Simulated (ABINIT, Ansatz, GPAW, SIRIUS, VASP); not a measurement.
# Pt: programs and potentials compared

```
CELL_PARAMETERS angstrom
0.00000 1.96090 1.96090
1.96090 0.00000 1.96090
1.96090 1.96090 0.00000
ATOMIC_POSITIONS crystal
Pt 0.00000 0.00000 0.00000
```

Alike in all runs: task single point; functional PBEsol; k mesh 12 × 12 × 12; occupations fermi-dirac, width 0.05 eV; no spin polarisation; no spin-orbit coupling. Pressure is positive in compression and, in plane waves, holds the error of the finite cutoff.

```tsv
program and potentials	plane-wave cutoff (eV)	notes	band gap (eV)	pressure (GPa)
VASP, PBE PAW files Pt, 520 eV	520	potentials made for PBE; 10 valence electrons an atom on average	no gap	-1.02
Ansatz, all-electron LAPW, scalar-relativistic	-	-	no gap	-0.65
ABINIT, PseudoDojo NC SR PBEsol v0.4.1 standard	1143	18 valence electrons an atom on average	no gap	-1.19
SIRIUS, PseudoDojo 0.4.1 PBEsol standard (scalar relativistic)	1152	18 valence electrons an atom on average	no gap	-1.18
GPAW, PAW data sets generated for this functional	600	16 valence electrons an atom on average	?	?
```

Question: Estimate from the other rows what the run with GPAW, PAW data sets generated for this functional gave.

Answer: No band gap; pressure -0.92 GPa. The other rows, which needn't bracket it: pressure -1.19 to -0.65.
